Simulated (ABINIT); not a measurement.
# C (Fd-3m) in ABINIT: further runs

One crystal, C, is run at these levels: PBE, PBEsol; tasks: single point.

Everything below comes from runs of ABINIT 10.8.3 (patched build). Logs are shortened: lines on timing, memory, paths and dates and some standing lists are left out, and cuts for length are marked. The log counts tension as positive stress, the text compression.

## 1. The crystal as given

Symmetry: Fd-3m, No. 227, cubic system. Conventional cell: a = 3.567 Å, b = 3.567 Å, c = 3.567 Å, α = 90.00°, β = 90.00°, γ = 90.00°. C (site symmetry -43m) is surrounded by 4 C at 1.54 Å.

This isn't the form of C at room conditions, which is graphite.

## 2. Single point, PBE

The input, run.abi:

```
# Pseudopotentials
pp_dirpath "./"
pseudos "C.upf"

# Structure
acell 3*1.0 Angstrom
rprim
     0.0000000000     1.7833700000     1.7833700000
     1.7833700000     0.0000000000     1.7833700000
     1.7833700000     1.7833700000     0.0000000000
ntypat 1
znucl 6
natom 2
typat 1 1
xred
     0.7500000000     0.7500000000     0.7500000000
     0.5000000000     0.5000000000     0.5000000000

# Plane-wave basis
ecut 37.0

# k points
kptopt 1
ngkpt 10 10 10
nshiftk 1
shiftk 0.0 0.0 0.0

# Exchange and correlation
ixc 11

# Bands and occupations
nband 8
occopt 3
tsmear 0.05 eV

# SCF cycle
nstep 100
tolvrs 1.0e-10

# Output
iomode 3
prtwf 0
prtden 0
prteig 0
prtebands 0
enunit 1
```

Potentials or basis: PseudoDojo NC SR PBE v0.4.1 standard.

Started as:

```sh
> abinit run.abi > log 2>&1
```

run.abo:

```text
.Version 10.8.3 of ABINIT
 Symmetries : space group Fd -3 m (#227); Bravais cF (face-center cubic)
================================================================================
 Values of the parameters that define the memory need of the present run
     intxc =       0    ionmov =       0      iscf =       7    lmnmax =       4
     lnmax =       4     mgfft =      30  mpssoang =       2    mqgrid =    3001
     natom =       2  nloc_mem =       1    nspden =       1   nspinor =       1
    nsppol =       1      nsym =      48    n1xccc =    2501    ntypat =       1
    occopt =       3   xclevel =       2
       mpw =         845          nfft =       27000          nkpt =          47
================================================================================
================================================================================

--------------------------------------------------------------------------------
------------- Echo of variables that govern the present computation ------------
--------------------------------------------------------------------------------
 -outvars: echo values of preprocessed input variables --------
            acell      1.8897261259E+00  1.8897261259E+00  1.8897261259E+00 Bohr
              amu      1.20110000E+01
             ecut      3.70000000E+01 Hartree
           enunit           1
              ixc          11
         kptrlatt       10    0    0      0   10    0      0    0   10
          kptrlen      4.76601409E+01
            natom           2
            nband           8
            ngfft          30      30      30
             nkpt          47
            nstep         100
             nsym          48
           ntypat           1
           occopt           3
           prtden           0
        prtebands           0
           prteig           0
            prtwf           0
            rprim      0.0000000000E+00  1.7833700000E+00  1.7833700000E+00
                       1.7833700000E+00  0.0000000000E+00  1.7833700000E+00
                       1.7833700000E+00  1.7833700000E+00  0.0000000000E+00
          spgroup         227
           tolvrs      1.00000000E-10
           tsmear      1.83746611E-03 Hartree
            typat      1  1
           xangst      2.6750550000E+00  2.6750550000E+00  2.6750550000E+00
                       1.7833700000E+00  1.7833700000E+00  1.7833700000E+00
            xcart      5.0551213217E+00  5.0551213217E+00  5.0551213217E+00
                       3.3700808812E+00  3.3700808812E+00  3.3700808812E+00
             xred      7.5000000000E-01  7.5000000000E-01  7.5000000000E-01
                       5.0000000000E-01  5.0000000000E-01  5.0000000000E-01
            znucl        6.00000

================================================================================

 chkinp: Checking input parameters for consistency.

================================================================================
== DATASET  1 ==================================================================

--- !DatasetInfo
iteration_state: {dtset: 1, }
dimensions: {natom: 2, nkpt: 47, mband: 8, nsppol: 1, nspinor: 1, nspden: 1, mpw: 845, }
cutoff_energies: {ecut:  37.0, pawecutdg:  -1.0, }
electrons: {nelect:   8.00000000E+00, charge:   0.00000000E+00, occopt:   3.00000000E+00, tsmear:   1.83746611E-03, }
meta: {optdriver: 0, ionmov: 0, optcell: 0, iscf: 7, paral_kgb: 0, }
...

 Exchange-correlation functional for the present dataset will be:
  GGA: Perdew-Burke-Ernzerhof functional - ixc=11
  J.P.Perdew, K.Burke, M.Ernzerhof, PRL 77, 3865 (1996)

 Real(R)+Recip(G) space primitive vectors, cartesian coordinates (Bohr,Bohr^-1):
 R(1)=  0.0000000  3.3700809  3.3700809  G(1)= -0.1483644  0.1483644  0.1483644
 R(2)=  3.3700809  0.0000000  3.3700809  G(2)=  0.1483644 -0.1483644  0.1483644
 R(3)=  3.3700809  3.3700809  0.0000000  G(3)=  0.1483644  0.1483644 -0.1483644
 Unit cell volume ucvol=  7.6551017E+01 bohr^3
 Angles (23,13,12)=  6.00000000E+01  6.00000000E+01  6.00000000E+01 degrees

 getcut: wavevector=  0.0000  0.0000  0.0000  ngfft=  30  30  30
         ecut(hartree)=     37.000   => boxcut(ratio)=   2.30135

 getcut : COMMENT -
  Note that boxcut > 2.2 ; recall that boxcut=Gcut(box)/Gcut(sphere) = 2
  is sufficient for exact treatment of convolution.
  Such a large boxcut is a waste : you could raise ecut
  e.g. ecut=   48.989798 Hartrees makes boxcut=2

--- Pseudopotential description ------------------------------------------------
- pspini: atom type   1  psp file is ./C.upf
12 -101130 1 -1 1248                          pspcod,pspxc,lmax,lloc,mmax
     nproj     2     2

   6.90154688E+01                                ecore*ucvol(ha*bohr**3)
--------------------------------------------------------------------------------

================================================================================

--- !BeginCycle
iteration_state: {dtset: 1, }
solver: {iscf: 7, nstep: 100, nline: 4, wfoptalg: 0, }
tolerances: {tolvrs: 1.00E-10, }
...

     iter   Etot(hartree)      deltaE(h)  residm     vres2
 ETOT  1  -12.021053820486    -1.202E+01 1.652E-01 4.659E+01
 ETOT  2  -12.037397127564    -1.634E-02 1.984E-03 1.538E-01
 ETOT  3  -12.037408590954    -1.146E-05 7.122E-05 4.292E-03
 ETOT  4  -12.037408855417    -2.645E-07 5.370E-06 5.912E-05
 ETOT  5  -12.037408857981    -2.564E-09 6.115E-07 9.557E-08
 ETOT  6  -12.037408857984    -2.615E-12 5.022E-08 2.473E-10
 ETOT  7  -12.037408857984    -1.670E-13 6.818E-09 1.210E-12

 At SCF step    7       vres2   =  1.21E-12 < tolvrs=  1.00E-10 =>converged.

 Cartesian components of stress tensor (hartree/bohr^3)
  sigma(1 1)= -3.95319358E-05  sigma(3 2)=  0.00000000E+00
  sigma(2 2)= -3.95319358E-05  sigma(3 1)=  0.00000000E+00
  sigma(3 3)= -3.95319358E-05  sigma(2 1)=  0.00000000E+00

--- !ResultsGS
iteration_state: {dtset: 1, }
comment   : Summary of ground state results
lattice_vectors:
- [  0.0000000,   3.3700809,   3.3700809, ]
- [  3.3700809,   0.0000000,   3.3700809, ]
- [  3.3700809,   3.3700809,   0.0000000, ]
lattice_lengths: [   4.76601,    4.76601,    4.76601, ]
lattice_angles: [ 60.000,  60.000,  60.000, ] # degrees, (23, 13, 12)
lattice_volume:   7.6551017E+01
convergence: {deltae: -1.670E-13, res2:  1.210E-12, residm:  6.818E-09, diffor: null, }
etotal    :  -1.20374089E+01
entropy   :   0.00000000E+00
fermie    :   4.82217443E-01
cartesian_stress_tensor: # hartree/bohr^3
- [ -3.95319358E-05,   0.00000000E+00,   0.00000000E+00, ]
- [  0.00000000E+00,  -3.95319358E-05,   0.00000000E+00, ]
- [  0.00000000E+00,   0.00000000E+00,  -3.95319358E-05, ]
pressure_GPa:   1.1631E+00
xred      :
- [  7.5000E-01,   7.5000E-01,   7.5000E-01,  C]
- [  5.0000E-01,   5.0000E-01,   5.0000E-01,  C]
cartesian_forces: # hartree/bohr
- [ -1.75162308E-46,   7.80259122E-31,  -1.40446642E-30, ]
- [  0.00000000E+00,  -7.80259122E-31,   1.40446642E-30, ]
force_length_stats: {min:   1.60665187E-30, max:   1.60665187E-30, mean:   1.60665187E-30, }
...

 Integrated electronic density in atomic spheres:
 ------------------------------------------------
 Atom  Sphere_radius  Integrated_density
    1        2.00000          4.67055727
    2        2.00000          4.70847030
================================================================================

 ----iterations are completed or convergence reached----

 Mean square residual over all n,k,spin=   49.750E-12; max=  68.184E-10
 reduced coordinates (array xred) for    2 atoms
       0.750000000000      0.750000000000      0.750000000000
       0.500000000000      0.500000000000      0.500000000000
 rms dE/dt=  4.5848E-30; max dE/dt=  9.4663E-30; dE/dt below (all hartree)
    1       0.000000000000      0.000000000000     -0.000000000000
    2      -0.000000000000      0.000000000000      0.000000000000

 cartesian coordinates (angstrom) at end:
    1      2.67505500000000     2.67505500000000     2.67505500000000
    2      1.78337000000000     1.78337000000000     1.78337000000000

 cartesian forces (hartree/bohr) at end:
    1     -0.00000000000000     0.00000000000000    -0.00000000000000
    2      0.00000000000000    -0.00000000000000     0.00000000000000
 frms,max,avg= 9.2760089E-31 1.4044664E-30   0.000E+00  0.000E+00  0.000E+00 h/b

 cartesian forces (eV/Angstrom) at end:
    1     -0.00000000000000     0.00000000000000    -0.00000000000000
    2      0.00000000000000    -0.00000000000000     0.00000000000000
 frms,max,avg= 4.7699156E-29 7.2220567E-29   0.000E+00  0.000E+00  0.000E+00 e/A
 length scales=  1.889726125908  1.889726125908  1.889726125908 bohr
              =  1.000000000000  1.000000000000  1.000000000000 angstroms
 Fermi (or HOMO) energy (eV) =  13.12181   Average Vxc (eV)= -13.43380
 Eigenvalues (   eV  ) for nkpt=  47  k points:
 kpt#   1, nband=  8, wtk=  0.00100, kpt=  0.0000  0.0000  0.0000 (reduced coord)
 -11.19609   10.29276   10.29276   10.29276   15.91830   15.91830   15.91830   23.62202
 prteigrs : prtvol=0 or 1, do not print more k-points.

--- !EnergyTerms
iteration_state     : {dtset: 1, }
comment             : Components of total free energy in Hartree
kinetic             :  8.47301380545625E+00
hartree             :  9.65946853094105E-01
xc                  : -4.34005654347440E+00
Ewald energy        : -1.27873442426994E+01
psp_core            :  9.01561743076947E-01
local_psp           : -4.68416282408269E+00
non_local_psp       : -5.66367649354593E-01
internal            : -1.20374088579838E+01
'-kT*entropy'       :  1.67726828134916E-16
total_energy        : -1.20374088579838E+01
total_energy_eV     : -3.27554581835390E+02
band_energy         :  3.84675573111662E-01
...

 Cartesian components of stress tensor (hartree/bohr^3)
  sigma(1 1)= -3.95319358E-05  sigma(3 2)=  0.00000000E+00
  sigma(2 2)= -3.95319358E-05  sigma(3 1)=  0.00000000E+00
  sigma(3 3)= -3.95319358E-05  sigma(2 1)=  0.00000000E+00

-Cartesian components of stress tensor (GPa)         [Pressure=  1.1631E+00 GPa]
- sigma(1 1)= -1.16306971E+00  sigma(3 2)=  0.00000000E+00
- sigma(2 2)= -1.16306971E+00  sigma(3 1)=  0.00000000E+00
- sigma(3 3)= -1.16306971E+00  sigma(2 1)=  0.00000000E+00

== END DATASET(S) ==============================================================
================================================================================

 -outvars: echo values of variables after computation  --------
            acell      1.8897261259E+00  1.8897261259E+00  1.8897261259E+00 Bohr
           etotal     -1.2037408858E+01
            fcart     -1.7516230804E-46  7.8025912240E-31 -1.4044664203E-30
                       0.0000000000E+00 -7.8025912240E-31  1.4044664203E-30
            rprim      0.0000000000E+00  1.7833700000E+00  1.7833700000E+00
                       1.7833700000E+00  0.0000000000E+00  1.7833700000E+00
                       1.7833700000E+00  1.7833700000E+00  0.0000000000E+00
           strten     -3.9531935819E-05 -3.9531935819E-05 -3.9531935819E-05
                       0.0000000000E+00  0.0000000000E+00  0.0000000000E+00
           xangst      2.6750550000E+00  2.6750550000E+00  2.6750550000E+00
                       1.7833700000E+00  1.7833700000E+00  1.7833700000E+00
             xred      7.5000000000E-01  7.5000000000E-01  7.5000000000E-01
                       5.0000000000E-01  5.0000000000E-01  5.0000000000E-01
 Calculation completed.
```

It took 11 s on 1 thread of Intel Xeon at 2.70GHz, shared host; peak memory 0.06 GiB.

What came out:

```
Free energy                                       : -327.5546 eV
Pressure                                          : 1.2 GPa
Band gap on the k mesh                            : 4.23 eV, indirect (least direct gap 5.63 eV)
All electrons inside the program's atomic spheres : C 4.67, 4.71 (radii [1.0584] Å)
```

A k mesh can miss the band edges. Expect the measured gap to be larger: semilocal functionals such as PBE lack the derivative discontinuity.

## 3. Single point, PBEsol

Changes to run.abi since step 2:

```diff
@@ -5,7 +5,7 @@
 # Structure
-acell 3*1.0 Angstrom
+acell 3*1.0
 rprim
-     0.0000000000     1.7833700000     1.7833700000
-     1.7833700000     0.0000000000     1.7833700000
-     1.7833700000     1.7833700000     0.0000000000
+     0.0000000000     3.3700808789     3.3700808789
+     3.3700808789     0.0000000000     3.3700808789
+     3.3700808789     3.3700808789     0.0000000000
 ntypat 1
@@ -28,3 +28,3 @@
 # Exchange and correlation
-ixc 11
+ixc -116133
 
@@ -45,2 +45 @@
 prtebands 0
-enunit 1
```

Potentials or basis: PseudoDojo NC SR PBEsol v0.4 stringent.

Started as:

```sh
> abinit run.abi > log 2>&1
```

Run time: 10 s. Hardware: 1 thread of Intel Xeon at 2.70GHz, shared host; peak memory 0.06 GiB.

Results (log left out):

- Free energy: -326.7547 eV
- Pressure: -4.0 GPa
- Band gap on the k mesh: 4.08 eV, indirect (least direct gap 5.56 eV)
- All electrons inside the program's atomic spheres: C 4.66, 4.70 (radii [1.0584] Å)

Levels at points of the mesh, in eV from the valence-band top:
```csv
k point,band 2,band 3,band 4,band 5,band 6,band 7
"(0.00, 0.00, 0.00)",0.00,0.00,0.00,5.56,5.56,5.56
"(0.50, 0.00, 0.00)",-13.49,-2.82,-2.82,8.43,8.43,8.87
"(0.50, 0.50, 0.00)",-12.80,-6.36,-6.36,4.65,4.65,16.80
```

## 4. Single point, PBEsol

Changes to run.abi since step 3:

```diff
@@ -19,3 +19,3 @@
 # Plane-wave basis
-ecut 37.0
+ecut 1006.821291 eV
 
@@ -33,3 +33,3 @@
 occopt 3
-tsmear 0.05 eV
+tsmear 0.00183747
```

Potentials or basis: PseudoDojo NC SR PBEsol v0.4.1 standard.

Started as:

```sh
> abinit run.abi > log 2>&1
```

run.abo:

```text
.Version 10.8.3 of ABINIT
 Symmetries : space group Fd -3 m (#227); Bravais cF (face-center cubic)
================================================================================
 Values of the parameters that define the memory need of the present run
     intxc =       0    ionmov =       0      iscf =       7    lmnmax =       4
     lnmax =       4     mgfft =      30  mpssoang =       2    mqgrid =    3001
     natom =       2  nloc_mem =       1    nspden =       1   nspinor =       1
    nsppol =       1      nsym =      48    n1xccc =    2501    ntypat =       1
    occopt =       3   xclevel =       2
       mpw =         845          nfft =       27000          nkpt =          47
================================================================================
================================================================================

--------------------------------------------------------------------------------
------------- Echo of variables that govern the present computation ------------
[... 190 lines left out ...]
- sigma(3 3)=  4.03053253E+00  sigma(2 1)=  0.00000000E+00

== END DATASET(S) ==============================================================
================================================================================

 -outvars: echo values of variables after computation  --------
            acell      1.0000000000E+00  1.0000000000E+00  1.0000000000E+00 Bohr
           etotal     -1.2008015399E+01
            fcart     -3.1210364917E-31  1.5605182458E-31 -6.8209346635E-49
                       3.1210364917E-31 -1.5605182458E-31  6.8209346635E-49
            rprim      0.0000000000E+00  3.3700808789E+00  3.3700808789E+00
                       3.3700808789E+00  0.0000000000E+00  3.3700808789E+00
                       3.3700808789E+00  3.3700808789E+00  0.0000000000E+00
           strten      1.3699501604E-04  1.3699501604E-04  1.3699501604E-04
                       0.0000000000E+00  0.0000000000E+00  0.0000000000E+00
           xangst      2.6750549982E+00  2.6750549982E+00  2.6750549982E+00
                       1.7833699988E+00  1.7833699988E+00  1.7833699988E+00
             xred      7.5000000000E-01  7.5000000000E-01  7.5000000000E-01
                       5.0000000000E-01  5.0000000000E-01  5.0000000000E-01
 Calculation completed.
```

It took 9 s on 1 thread of Intel Xeon at 2.70GHz, shared host; peak memory 0.06 GiB.

What came out:

| Quantity | Value |
| --- | --- |
| Free energy | -326.7547 eV |
| Pressure | -4.0 GPa |
| Band gap on the k mesh | 4.08 eV, indirect (least direct gap 5.56 eV) |
| All electrons inside the program's atomic spheres | C 4.66, 4.70 (radii [1.0584] Å) |

Levels at points of the mesh, in eV from the valence-band top:
```csv
k point,band 2,band 3,band 4,band 5,band 6,band 7
"(0.00, 0.00, 0.00)",0.00,0.00,0.00,5.56,5.56,5.56
"(0.50, 0.00, 0.00)",-13.49,-2.82,-2.82,8.43,8.43,8.87
"(0.50, 0.50, 0.00)",-12.80,-6.36,-6.36,4.65,4.65,16.80
```

A k mesh can miss the band edges.

## 5. Summary

```tsv
level	potentials or basis	gap on the mesh (eV)	pressure (GPa)
PBE	PseudoDojo NC SR PBE v0.4.1 standard	4.23	1.2
PBEsol	PseudoDojo NC SR PBEsol v0.4 stringent	4.08	-4.0
PBEsol	PseudoDojo NC SR PBEsol v0.4.1 standard	4.08	-4.0
```

Alike in all rows: task single point; no spin polarisation; cell as given; k mesh 10 × 10 × 10; cutoff (eV) 1007; smearing fermi-dirac 0.05 eV.

Total energies depend on the potentials used, so only differences within one code and one set of settings carry meaning.
